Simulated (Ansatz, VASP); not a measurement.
**One calculation of InGa3As4, two programs**

```xyz
8
Lattice="5.6108 0.0000 0.0000 0.0000 5.6108 0.0000 0.0000 0.0000 5.6108" Properties=species:S:1:pos:R:3 pbc="T T T"
In    2.8054    2.8054    2.8054
Ga    2.8054    0.0000    0.0000
Ga    0.0000    0.0000    2.8054
Ga    0.0000    2.8054    0.0000
As    1.4027    4.2081    1.4027
As    1.4027    1.4027    4.2081
As    4.2081    4.2081    4.2081
As    4.2081    1.4027    1.4027
```

Alike in both runs: task single point; functional PBE; k mesh 4 × 4 × 4; occupations gaussian, width 0.1 eV; no spin polarisation.

|  | VASP | Ansatz |
| --- | --- | --- |
| version | VASP 6.6.1 | Ansatz 0.2.0 |
| potentials or method | VASP PAW PBE potentials, release 64 (In_d, Ga_d, As) | scalar-relativistic, plane waves, PAW |
| plane-wave cutoff (eV) | 520 | 420 |
| valence electrons in the cell | 72 | 112 |

|  | VASP | Ansatz | Ansatz less VASP |
| --- | --- | --- | --- |
| gap on the k mesh at the Fermi level (eV) | 0.72 | 0.72 | -0.007 |
| least direct gap on the mesh (eV) | 0.72 | 0.72 | -0.007 |
| pressure (GPa) | 11.0 | 10.8 | -0.22 |
| rms of the force components (eV/Å) | 0.717 | 0.718 | +0.0011 |

With one functional, cell and mesh, what is left measures potentials, basis and numerics. The two sets of potentials don't hold the same shells in valence.

Caveats: spin-orbit coupling is left out, which moves the levels of the heavy elements. A k mesh can miss the band edges.
